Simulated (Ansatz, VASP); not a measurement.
Given: the input of a run of Ansatz 0.2.0 on Re.

Contents of input.yaml:

```yaml
crystal:
  lattice:
    - [1.3930884735, 0.8043000052, 6.7429710243]
    - [-1.3930884735, 0.8043000052, 6.7429710243]
    - [0.0, -1.6086000104, 6.7429710243]
  atoms:
    - { symbol: Re, position: [0.77782612, 0.77782612, 0.77782612] }
    - { symbol: Re, position: [0.22217388, 0.22217388, 0.22217388] }
    - { symbol: Re, position: [0.0, 0.0, 0.0] }
hamiltonian:
  xc: pbe
  pseudopotentials: { kind: paw }
kpoints:
  mp_grid: { grid: [11, 11, 11] }
scf:
  occupations: { method: fermi_dirac, width: 0.05 }
output:
  forces: true
  stress: true
  eigenvalues: true
```

Potentials or basis: Ansatz PAW.

The run is started by

```bash
$ ansatz run input.yaml --threads 2 --pin off --max-ram 5120MiB --backend cpu --events-out ev --progress --plain --runs-dir out
```

Problem. Set up the same calculation for VASP 6.6.1. Potentials there: VASP PAW PBE potentials, release 64 (Re).

Solution. As run (the cutoff follows the program's own potentials):

Contents of INCAR:

```
PREC     = Accurate       # precision mode
ENCUT    = 520            # plane-wave cutoff, eV
EDIFF    = 1E-7           # SCF threshold, eV
ISMEAR   = -1             # smearing method
SIGMA    = 0.05           # smearing width, eV
LREAL    = False          # projectors in reciprocal space
LASPH    = True           # aspherical terms in the spheres
NELM     = 60             # most SCF steps
ALGO     = Normal         # electronic algorithm
ISIF     = 2              # what is computed and relaxed
LWAVE    = False          # write WAVECAR
LCHARG   = False          # write CHGCAR
GGA      = PE             # functional
NBANDS   = 18             # bands
```

Contents of KPOINTS:

```
regular mesh
0
Gamma
  11 11 11
```

POSCAR

```
Re
1.0
    1.3930884735      0.8043000052      6.7429710243
   -1.3930884735      0.8043000052      6.7429710243
    0.0000000000     -1.6086000104      6.7429710243
Re
3
Direct
    0.7778261200      0.7778261200      0.7778261200
    0.2221738800      0.2221738800      0.2221738800
    0.0000000000      0.0000000000      0.0000000000
```

Potentials or basis: VASP PAW PBE potentials, release 64 (Re).

Run with:

```bash
$ cat potpaw_PBE.64/Re/POTCAR > POTCAR
$ mpirun -np 1 vasp_std > vasp.out
```

Both were run:

|  | VASP | Ansatz | Ansatz less VASP |
| --- | --- | --- | --- |
| gap on the k mesh at the Fermi level (eV) | none | none | - |
| pressure (GPa) | -4.0 | -3.4 | +0.61 |
| largest component of the traceless stress (GPa) | 0.21 | 0.16 | -0.050 |
| rms of the force components (eV/Å) | 0.019 | 0.021 | +0.0023 |

Atom by atom the forces differ by 0.002 eV/Å (rms over components). A gap of «none» marks a metal or a gap that the smearing closes. The functional is the same, so the differences come from potentials, cutoffs and numerics. The two sets of potentials don't hold the same shells in valence.

Spin-orbit coupling is left out, which matters for the levels of Re.
